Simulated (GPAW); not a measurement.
Runs of GPAW 26.7.0 on ZnS (Wurtzite-2H). The structure is hexagonal, space group P6_3mc (No. 186). Conventional cell: a = 3.811 Å, b = 3.811 Å, c = 6.234 Å, α = 90.00°, β = 90.00°, γ = 120.00°. Zn (site symmetry 3m) has 4 S at 2.31 to 2.40 Å as nearest neighbours. S (site symmetry 3m) is surrounded by 4 Zn at 2.31 to 2.40 Å. 

```tsv
task	level	potentials or basis	cell	band path	band points	optimizer	fmax	max steps	gap on the mesh (eV)	pressure (GPa)	largest force (eV/Å)
band structure	LDA	PAW data sets generated in the run's folder for this functional, pw	as given	GMKGALHA,LM,KH	100	-	-	-	1.99	-4.3	0.29
relaxation of cell and atoms	RPBE	the program's PAW data sets (release 1.2.1) made for this functional, pw	relaxed to 1 GPa	-	-	BFGS	0.02 eV/Å	40	(a)	0.9	0.01
band structure	PW91	PAW data sets generated in the run's folder for this functional, pw	as given	GMKGALHA,LM,KH	80	-	-	-	2.21	2.0	0.32
band structure	PBEsol	PAW data sets generated in the run's folder for this functional, pw	as given	GMKGALHA,LM,KH	100	-	-	-	2.10	(b)	0.31
band structure	revPBE	the program's PAW data sets (release 1.2.1) made for this functional, pw	as given	GMKGALHA,LM,KH	100	-	-	-	2.37	(c)	0.34
```

Alike in all rows: no spin polarisation; k mesh 6 × 6 × 3; cutoff (eV) 600; smearing fermi-dirac 0.05 eV.

Q: Estimate the missing entries.

A: (a) 2.14; (b) -1.3; (c) 4.5.

Caveats: later steps reuse the first step's grids (some runs).

Runs at the PBE level aren't shown here.
